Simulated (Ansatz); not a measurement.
Born–Oppenheimer molecular dynamics of a periodic cell of 18 atoms, Al8H (surface Al(100), adsorbate H2, incident energy 0.1 eV, 0° from the normal). It starts from an unrelaxed structure (largest force component 0.48 eV/Å).

All numbers below come from DFT PBEsol, scalar-relativistic, plane waves, PAW in Ansatz 0.2.0. Settings: PAW set soft_1, cutoff 420 eV, k mesh 3x3x1, fermi-dirac smearing 0.15 eV, no spin polarisation.

```json
{"ensemble": "NVE (velocity Verlet)", "time step": "0.5 fs", "steps asked": "390", "starting velocities": "zero, but for any typed in the input", "atoms held": "1 to 4", "seed": "698226"}
```

Frames 10 fs apart, positions in Å, forces in eV/Å.

Velocities at 25.0 fs (Å/ps):

```
Al 0.00 0.00 0.00
Al 0.00 0.00 0.00
Al 0.00 0.00 0.00
Al 0.00 0.00 0.00
Al 0.00 0.00 -1.64
Al 0.00 0.00 -1.64
Al 0.00 0.00 -1.64
Al 0.00 0.00 -1.63
Al 0.00 0.00 1.47
Al 0.00 0.00 1.47
Al 0.00 0.00 1.47
Al 0.00 0.00 1.47
Al 0.00 0.00 -1.24
Al 0.00 0.00 -1.26
Al 0.00 0.00 -1.26
Al 0.00 0.00 -1.27
H 5.50 -5.13 -31.58
H -5.51 5.14 -31.70
```

```xyz
18
Lattice="5.7276 0.0000 0.0000 0.0000 5.7276 0.0000 0.0000 0.0000 21.0750" Properties=species:S:1:pos:R:3:forces:R:3 time_fs=25.0 energy_less_start_eV=-0.047 T=81
Al 1.432 1.432 1.000 0.00 0.00 0.13
Al 4.296 1.432 1.000 0.00 0.00 0.13
Al 1.432 4.296 1.000 0.00 0.00 0.13
Al 4.296 4.296 1.000 0.00 0.00 0.13
Al 0.000 0.000 3.001 0.00 0.00 -0.07
Al 2.864 0.000 3.001 0.00 0.00 -0.07
Al 0.000 2.864 3.001 0.00 0.00 -0.07
Al 2.864 2.864 3.001 0.00 0.00 -0.07
Al 1.432 1.432 5.073 0.00 0.00 0.02
Al 4.296 1.432 5.073 0.00 0.00 0.02
Al 1.432 4.296 5.073 0.00 0.00 0.02
Al 4.296 4.296 5.073 0.00 0.00 0.02
Al 0.000 0.000 7.057 0.00 0.00 -0.07
Al 2.864 0.000 7.057 0.00 0.00 -0.07
Al 0.000 2.864 7.057 0.00 0.00 -0.07
Al 2.864 2.864 7.057 0.00 0.00 -0.07
H 0.132 0.036 11.057 0.18 -0.17 0.00
H 0.690 -0.490 11.055 -0.18 0.17 0.00
18
Lattice="5.7276 0.0000 0.0000 0.0000 5.7276 0.0000 0.0000 0.0000 21.0750" Properties=species:S:1:pos:R:3:forces:R:3 time_fs=35.0 energy_less_start_eV=-0.041 T=78
Al 1.432 1.432 1.000 0.00 0.00 0.08
Al 4.296 1.432 1.000 0.00 0.00 0.08
Al 1.432 4.296 1.000 0.00 0.00 0.08
Al 4.296 4.296 1.000 0.00 0.00 0.08
Al 0.000 0.000 2.984 0.00 0.00 0.04
Al 2.864 0.000 2.984 0.00 0.00 0.04
Al 0.000 2.864 2.984 0.00 0.00 0.04
Al 2.864 2.864 2.984 0.00 0.00 0.04
Al 1.432 1.432 5.087 0.00 0.00 -0.13
Al 4.296 1.432 5.087 0.00 0.00 -0.13
Al 1.432 4.296 5.087 0.00 0.00 -0.13
Al 4.296 4.296 5.087 0.00 0.00 -0.13
Al 0.000 0.000 7.044 0.00 0.00 0.01
Al 2.864 0.000 7.044 0.00 0.00 0.01
Al 0.000 2.864 7.044 0.00 0.00 0.01
Al 2.864 2.864 7.044 0.00 0.00 0.01
H 0.142 0.027 10.741 -0.51 0.49 0.01
H 0.680 -0.481 10.737 0.51 -0.49 0.00
18
Lattice="5.7276 0.0000 0.0000 0.0000 5.7276 0.0000 0.0000 0.0000 21.0750" Properties=species:S:1:pos:R:3:forces:R:3 time_fs=45.0 energy_less_start_eV=-0.029 T=71
Al 1.432 1.432 1.000 0.00 0.00 0.04
Al 4.296 1.432 1.000 0.00 0.00 0.04
Al 1.432 4.296 1.000 0.00 0.00 0.04
Al 4.296 4.296 1.000 0.00 0.00 0.04
Al 0.000 0.000 2.969 0.00 0.00 0.13
Al 2.864 0.000 2.969 0.00 0.00 0.13
Al 0.000 2.864 2.969 0.00 0.00 0.13
Al 2.864 2.864 2.969 0.00 0.00 0.14
Al 1.432 1.432 5.096 0.00 0.00 -0.26
Al 4.296 1.432 5.096 0.00 0.00 -0.26
Al 1.432 4.296 5.096 0.00 0.00 -0.26
Al 4.296 4.296 5.096 0.00 0.00 -0.26
Al 0.000 0.000 7.031 0.00 0.00 0.07
Al 2.864 0.000 7.031 0.01 0.00 0.08
Al 0.000 2.864 7.031 0.00 0.00 0.08
Al 2.864 2.864 7.031 0.00 0.00 0.09
H 0.135 0.035 10.427 0.02 -0.02 0.02
H 0.687 -0.489 10.419 -0.02 0.02 0.01
18
Lattice="5.7276 0.0000 0.0000 0.0000 5.7276 0.0000 0.0000 0.0000 21.0750" Properties=species:S:1:pos:R:3:forces:R:3 time_fs=55.0 energy_less_start_eV=0.004 T=53
Al 1.432 1.432 1.000 0.00 0.00 0.00
Al 4.296 1.432 1.000 0.00 0.00 0.00
Al 1.432 4.296 1.000 0.00 0.00 0.00
Al 4.296 4.296 1.000 0.00 0.00 0.00
Al 0.000 0.000 2.958 0.00 0.00 0.19
Al 2.864 0.000 2.958 0.00 0.00 0.19
Al 0.000 2.864 2.958 0.00 0.00 0.19
Al 2.864 2.864 2.958 0.00 0.00 0.20
Al 1.432 1.432 5.097 0.00 0.01 -0.32
Al 4.296 1.432 5.096 0.00 0.00 -0.32
Al 1.432 4.295 5.096 0.00 -0.01 -0.32
Al 4.295 4.296 5.097 -0.01 0.00 -0.32
Al 0.000 0.000 7.021 -0.01 0.01 0.08
Al 2.864 0.000 7.021 0.01 0.00 0.11
Al 0.000 2.863 7.021 0.00 -0.01 0.12
Al 2.863 2.864 7.021 0.00 0.00 0.12
H 0.128 0.043 10.130 0.47 -0.45 0.03
H 0.694 -0.497 10.112 -0.47 0.45 0.05
18
Lattice="5.7276 0.0000 0.0000 0.0000 5.7276 0.0000 0.0000 0.0000 21.0750" Properties=species:S:1:pos:R:3:forces:R:3 time_fs=65.0 energy_less_start_eV=0.021 T=43
Al 1.432 1.432 1.000 0.00 0.00 -0.02
Al 4.296 1.432 1.000 0.00 0.00 -0.02
Al 1.432 4.296 1.000 0.00 0.00 -0.02
Al 4.296 4.296 1.000 0.00 0.00 -0.02
Al 0.000 0.000 2.953 0.00 0.00 0.19
Al 2.864 0.000 2.953 0.00 0.00 0.19
Al 0.000 2.864 2.953 0.00 0.00 0.19
Al 2.864 2.864 2.954 0.00 0.00 0.20
Al 1.432 1.433 5.086 0.00 0.01 -0.29
Al 4.296 1.432 5.086 -0.01 0.01 -0.29
Al 1.432 4.295 5.086 0.01 -0.01 -0.29
Al 4.295 4.296 5.086 -0.01 0.00 -0.29
Al -0.001 0.001 7.013 -0.02 0.01 0.01
Al 2.865 0.000 7.014 0.03 0.00 0.09
Al 0.000 2.863 7.014 0.00 -0.02 0.09
Al 2.863 2.864 7.015 -0.01 0.01 0.11
H 0.139 0.035 9.877 -0.09 0.09 0.10
H 0.684 -0.489 9.840 0.09 -0.09 0.07
18
Lattice="5.7276 0.0000 0.0000 0.0000 5.7276 0.0000 0.0000 0.0000 21.0750" Properties=species:S:1:pos:R:3:forces:R:3 time_fs=75.0 energy_less_start_eV=0.044 T=31
Al 1.432 1.432 1.000 0.01 0.00 -0.02
Al 4.296 1.432 1.000 0.00 0.00 -0.01
Al 1.432 4.296 1.000 0.00 0.00 -0.02
Al 4.296 4.296 1.000 0.00 -0.01 -0.02
Al -0.001 0.000 2.955 0.00 0.00 0.14
Al 2.864 0.000 2.955 0.00 0.00 0.13
Al 0.001 2.863 2.955 0.00 0.00 0.13
Al 2.864 2.864 2.957 0.00 0.00 0.14
Al 1.432 1.433 5.065 0.01 0.02 -0.18
Al 4.295 1.432 5.065 -0.01 0.01 -0.19
Al 1.433 4.295 5.065 0.01 -0.01 -0.18
Al 4.294 4.296 5.065 -0.02 -0.01 -0.18
Al -0.002 0.001 7.005 -0.02 0.01 -0.09
Al 2.867 0.000 7.011 0.03 0.00 0.02
Al 0.001 2.862 7.011 0.00 -0.02 0.02
Al 2.862 2.865 7.013 -0.01 0.01 0.05
H 0.147 0.031 9.710 -0.47 0.46 0.21
H 0.678 -0.486 9.638 0.47 -0.46 0.05
18
Lattice="5.7276 0.0000 0.0000 0.0000 5.7276 0.0000 0.0000 0.0000 21.0750" Properties=species:S:1:pos:R:3:forces:R:3 time_fs=85.0 energy_less_start_eV=0.039 T=34
Al 1.432 1.432 1.000 0.01 0.00 0.00
Al 4.296 1.432 1.000 0.00 0.01 0.00
Al 1.432 4.296 1.000 0.01 0.00 -0.01
Al 4.296 4.296 1.000 0.00 -0.01 0.00
Al -0.001 0.001 2.963 0.00 0.00 0.05
Al 2.865 -0.001 2.962 0.00 0.00 0.03
Al 0.001 2.863 2.962 0.00 0.00 0.03
Al 2.864 2.864 2.965 0.00 0.00 0.04
Al 1.432 1.435 5.038 0.01 0.02 -0.03
Al 4.294 1.433 5.037 -0.02 0.02 -0.04
Al 1.433 4.293 5.038 0.01 -0.01 -0.02
Al 4.293 4.295 5.038 -0.02 -0.01 -0.03
Al -0.004 0.003 6.994 -0.02 0.01 -0.15
Al 2.870 -0.001 7.008 0.03 0.00 -0.06
Al 0.001 2.860 7.009 0.00 -0.02 -0.05
Al 2.861 2.866 7.013 -0.01 0.01 -0.03
H 0.144 0.037 9.676 0.16 -0.16 0.11
H 0.685 -0.495 9.537 -0.15 0.15 0.16
18
Lattice="5.7276 0.0000 0.0000 0.0000 5.7276 0.0000 0.0000 0.0000 21.0750" Properties=species:S:1:pos:R:3:forces:R:3 time_fs=95.0 energy_less_start_eV=0.029 T=39
Al 1.432 1.432 1.000 0.01 0.00 0.01
Al 4.296 1.432 1.000 0.00 0.00 0.01
Al 1.432 4.296 1.000 0.00 0.00 0.01
Al 4.296 4.296 1.000 0.00 -0.01 0.01
Al -0.002 0.001 2.971 0.01 0.00 -0.06
Al 2.865 -0.001 2.969 -0.01 0.00 -0.07
Al 0.001 2.863 2.969 0.00 0.01 -0.08
Al 2.864 2.864 2.974 0.00 0.00 -0.09
Al 1.433 1.437 5.010 0.01 0.00 0.13
Al 4.293 1.434 5.008 -0.02 0.02 0.12
Al 1.435 4.292 5.011 0.00 0.00 0.13
Al 4.291 4.294 5.009 -0.01 -0.02 0.12
Al -0.007 0.004 6.978 0.01 0.00 -0.16
Al 2.874 -0.001 7.003 0.00 0.00 -0.12
Al 0.001 2.858 7.005 -0.01 0.00 -0.12
Al 2.860 2.866 7.012 0.00 0.00 -0.09
H 0.154 0.033 9.787 0.43 -0.43 -0.05
H 0.684 -0.496 9.554 -0.42 0.42 0.28
18
Lattice="5.7276 0.0000 0.0000 0.0000 5.7276 0.0000 0.0000 0.0000 21.0750" Properties=species:S:1:pos:R:3:forces:R:3 time_fs=105.0 energy_less_start_eV=0.003 T=54
Al 1.432 1.432 1.000 0.00 0.00 0.02
Al 4.296 1.432 1.000 0.00 0.00 0.02
Al 1.432 4.296 1.000 0.00 0.00 0.02
Al 4.296 4.296 1.000 0.00 0.00 0.02
Al -0.002 0.001 2.978 0.01 -0.01 -0.15
Al 2.865 -0.001 2.974 -0.01 0.00 -0.16
Al 0.002 2.863 2.974 0.00 0.01 -0.16
Al 2.864 2.864 2.981 0.00 0.00 -0.20
Al 1.434 1.439 4.987 0.01 -0.01 0.25
Al 4.291 1.436 4.983 -0.01 0.01 0.24
Al 1.436 4.290 4.988 -0.01 0.01 0.25
Al 4.289 4.293 4.985 0.01 -0.01 0.24
Al -0.009 0.005 6.956 0.03 -0.02 -0.12
Al 2.877 -0.001 6.994 -0.04 0.01 -0.14
Al 0.000 2.856 6.997 -0.01 0.02 -0.14
Al 2.859 2.867 7.008 0.00 0.00 -0.13
H 0.189 0.004 10.013 -0.11 0.11 0.17
H 0.666 -0.478 9.677 0.11 -0.11 -0.02
18
Lattice="5.7276 0.0000 0.0000 0.0000 5.7276 0.0000 0.0000 0.0000 21.0750" Properties=species:S:1:pos:R:3:forces:R:3 time_fs=115.0 energy_less_start_eV=-0.011 T=61
Al 1.432 1.432 1.000 0.00 -0.01 0.01
Al 4.296 1.432 1.000 0.00 0.00 0.01
Al 1.432 4.296 1.000 0.00 0.01 0.01
Al 4.296 4.296 1.000 0.01 0.00 0.02
Al -0.002 0.001 2.979 0.01 -0.01 -0.20
Al 2.865 -0.001 2.974 -0.02 0.00 -0.20
Al 0.002 2.863 2.973 0.00 0.01 -0.20
Al 2.864 2.864 2.980 0.00 0.00 -0.25
Al 1.436 1.440 4.972 0.01 -0.02 0.29
Al 4.288 1.439 4.967 0.00 0.01 0.29
Al 1.437 4.289 4.974 -0.01 0.02 0.29
Al 4.287 4.291 4.970 0.02 -0.01 0.29
Al -0.010 0.006 6.930 0.05 -0.03 -0.04
Al 2.880 0.000 6.980 -0.06 0.01 -0.13
Al 0.000 2.854 6.984 -0.01 0.04 -0.13
Al 2.858 2.868 6.999 0.01 -0.01 -0.14
H 0.233 -0.036 10.321 -0.33 0.34 0.43
H 0.642 -0.454 9.861 0.34 -0.34 -0.36
18
Lattice="5.7276 0.0000 0.0000 0.0000 5.7276 0.0000 0.0000 0.0000 21.0750" Properties=species:S:1:pos:R:3:forces:R:3 time_fs=125.0 energy_less_start_eV=-0.033 T=73
Al 1.432 1.432 1.000 -0.01 -0.01 -0.01
Al 4.296 1.432 1.000 0.01 -0.01 -0.01
Al 1.432 4.296 1.000 -0.01 0.01 -0.01
Al 4.296 4.296 1.000 0.01 0.01 -0.01
Al -0.001 0.001 2.974 0.01 -0.01 -0.18
Al 2.864 -0.001 2.966 -0.01 0.00 -0.17
Al 0.003 2.864 2.966 0.00 0.01 -0.17
Al 2.864 2.864 2.971 -0.01 0.00 -0.23
Al 1.437 1.441 4.967 0.00 -0.02 0.25
Al 4.286 1.441 4.960 0.01 0.00 0.25
Al 1.437 4.288 4.970 -0.01 0.02 0.25
Al 4.286 4.289 4.964 0.02 0.00 0.25
Al -0.010 0.005 6.902 0.05 -0.03 0.05
Al 2.880 0.000 6.962 -0.07 0.01 -0.08
Al -0.001 2.854 6.966 -0.01 0.04 -0.09
Al 2.857 2.869 6.985 0.01 -0.01 -0.10
H 0.286 -0.084 10.674 0.16 -0.17 -0.27
H 0.614 -0.424 10.063 -0.16 0.16 0.28
18
Lattice="5.7276 0.0000 0.0000 0.0000 5.7276 0.0000 0.0000 0.0000 21.0750" Properties=species:S:1:pos:R:3:forces:R:3 time_fs=135.0 energy_less_start_eV=-0.043 T=79
Al 1.432 1.432 1.000 -0.01 -0.01 -0.05
Al 4.296 1.432 1.000 0.01 -0.01 -0.05
Al 1.432 4.296 1.000 -0.01 0.01 -0.06
Al 4.296 4.296 1.000 0.01 0.01 -0.05
Al 0.000 0.000 2.962 0.00 0.00 -0.10
Al 2.862 -0.002 2.952 0.00 0.00 -0.09
Al 0.003 2.865 2.952 0.00 0.00 -0.09
Al 2.863 2.864 2.953 0.00 0.00 -0.13
Al 1.439 1.441 4.971 0.00 -0.01 0.13
Al 4.284 1.444 4.963 0.01 -0.01 0.14
Al 1.437 4.289 4.975 0.00 0.01 0.12
Al 4.286 4.286 4.968 0.01 0.00 0.13
Al -0.007 0.004 6.876 0.04 -0.02 0.15
Al 2.878 0.001 6.941 -0.05 0.01 0.00
Al -0.002 2.856 6.945 -0.01 0.03 -0.01
Al 2.857 2.869 6.968 0.02 -0.01 -0.03
H 0.364 -0.158 11.014 0.15 -0.16 -0.55
H 0.562 -0.371 10.291 -0.15 0.16 0.53
```

Of the whole run (195 fs, mean temperature of the second half 65 K): The conserved energy stayed within 0.018 meV per atom of its start (net change -0.017 meV per atom), so the integration is sound. A run of 0.2 ps of so small a system gives no equilibrium averages. Limits of this set-up: coarse k mesh, slab without dipole correction, no dispersion correction for a molecule that may bind weakly, PAW files made for another functional.

Time of the run: 29 min on 1 thread of Intel(R) Xeon(R) Platinum 8488C (Sapphire Rapids) (shared host), peak memory 0.77 GiB.
